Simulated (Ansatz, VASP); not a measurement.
**One calculation of Al, two programs**

```
Al
1.0
     2.74330    0.00000    0.00000
     0.00000    2.74330    0.00000
     0.00000    0.00000    2.74330
Al
1
Direct
  0.00000 0.00000 0.00000
```

Change from the starting cell: volume scaled by 1.025.

Alike in both runs: task single point; functional PBE; k mesh 15 × 15 × 15; occupations fermi-dirac, width 0.05 eV; no spin polarisation.

|  | VASP | Ansatz |
| --- | --- | --- |
| version | VASP 6.6.1 | Ansatz 0.2.0 |
| potentials or method | VASP PAW PBE potentials, release 64 (Al), cutoff 520 eV | all-electron LAPW, scalar-relativistic |

|  | VASP | Ansatz | Ansatz less VASP |
| --- | --- | --- | --- |
| pressure (GPa) | -1.3 | -1.3 | 0.00 |

Ansatz ran all-electron here, so the differences hold the error of VASP's frozen core and of both bases.
